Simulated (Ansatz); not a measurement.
# How much does the functional matter for the cell of SnO₂?

The starting cell is an entry of the Crystallography Open Database (1971):

```
Sn O
1.0
     4.73800    0.00000    0.00000
     0.00000    4.73800    0.00000
     0.00000    0.00000    3.18650
Sn O
2 4
Cartesian
  0.0000 0.0000 0.0000
  2.3690 2.3690 1.5933
  1.4550 1.4550 0.0000
  0.9140 3.8240 1.5933
  3.2830 3.2830 0.0000
  3.8240 0.9140 1.5933
```

Atoms and cell were relaxed at zero pressure with plane-wave PAW DFT (Ansatz 0.2.0; one set of PAW datasets, made under PBE, for all functionals; 420 eV, r2SCAN 500 eV; 6×6×8 Γ-centred mesh, fermi-dirac occupations of width 0.020 eV; no spin polarisation, no spin-orbit coupling, no dispersion correction), keeping the symmetry (P4_2/mnm, No. 136).

Problem. How do the functionals compare with each other and with the entry?

Solution. The relaxed conventional cells:

```tsv
functional	a (Å)	c (Å)	volume (Å³/atom)	formation energy (eV/atom)
LDA	4.720	3.189	11.84	-1.983
PBEsol	4.768	3.211	12.17	-1.728
PBE	4.827	3.238	12.58	-1.612
r2SCAN	4.759	3.200	12.08	-1.866
the entry	4.738	3.187	11.92	–
```

LDA gives the smallest volume and PBE the largest, 6.2 % more, the usual order, since LDA overbinds and PBE's gradient terms loosen the lattice. Against the entry's volume: LDA -0.7 %, PBEsol +2.1 %, PBE +5.5 %, r2SCAN +1.3 %; LDA comes nearest. The formation energies span 0.37 eV an atom, lowest under LDA.

Caveats: each relaxation keeps the start's symmetry, so a distorted cell may lie lower; computed cells are at 0 K with fixed nuclei, while the entry holds thermal expansion, often some tenths of a per cent in volume and more in soft crystals; formation energies are at zero smearing against the elements' usual phases under the same functional, gases as free molecules, uncorrected.
